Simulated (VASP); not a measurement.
Runs of VASP 6.6.1 on BAs. Symmetry: F-43m, No. 216, cubic system. Conventional cell: a = 4.784 Å, b = 4.784 Å, c = 4.784 Å, α = 90.00°, β = 90.00°, γ = 90.00°. B (site symmetry -43m) is surrounded by 4 As at 2.07 Å. As (site symmetry -43m) has 4 B at 2.07 Å as nearest neighbours. 

```csv
task,level,potentials or basis,cell,k mesh,cutoff (eV),smearing,exchange at q = 0,grid for exact exchange (PRECFOCK),gap on the mesh (eV),pressure (GPa),relaxed volume (Å³/atom)
single point,PBE0,"VASP PAW PBE potentials, release 64 (B, As)","F-43m, 13.68 Å³/atom",6 × 6 × 6,520,gaussian 0.01 eV,truncated,Normal,2.63,-1.3,-
single point,HF,"VASP PAW PBE potentials, release 64 (B, As)","F-43m, 13.68 Å³/atom",6 × 6 × 6,520,gaussian 0.01 eV,truncated,Normal,7.54,1.6,-
relaxation of cell and atoms,LDA,"VASP PAW LDA potentials, release 64 (B, As)",relaxed,8 × 8 × 8,600,fermi-dirac 0.02 eV,-,-,(a),0.0,13.33
single point,PBE,"VASP PAW PBE potentials, release 64 (B, As)","F-43m, 13.9 Å³/atom",8 × 8 × 8,520,fermi-dirac 0.02 eV,-,-,1.21,(b),-
single point,LDA,"VASP PAW LDA potentials, release 64 (B, As)","F-43m, 13.25 Å³/atom",8 × 8 × 8,520,fermi-dirac 0.02 eV,-,-,1.11,0.9,-
relaxation of cell and atoms,PBE,"VASP PAW PBE potentials, release 64 (B, As)",relaxed,8 × 8 × 8,600,fermi-dirac 0.02 eV,-,-,1.21,0.0,13.97
```

Alike in all rows: no spin polarisation.

Task: Fill in the values left out.

Result: (a) 1.12; (b) 0.6.

Caveats: the PAW data sets were made with another functional, which shifts forces and pressure a little (some runs).

A k mesh can miss the band edges, and the runs leave out spin-orbit coupling on As.
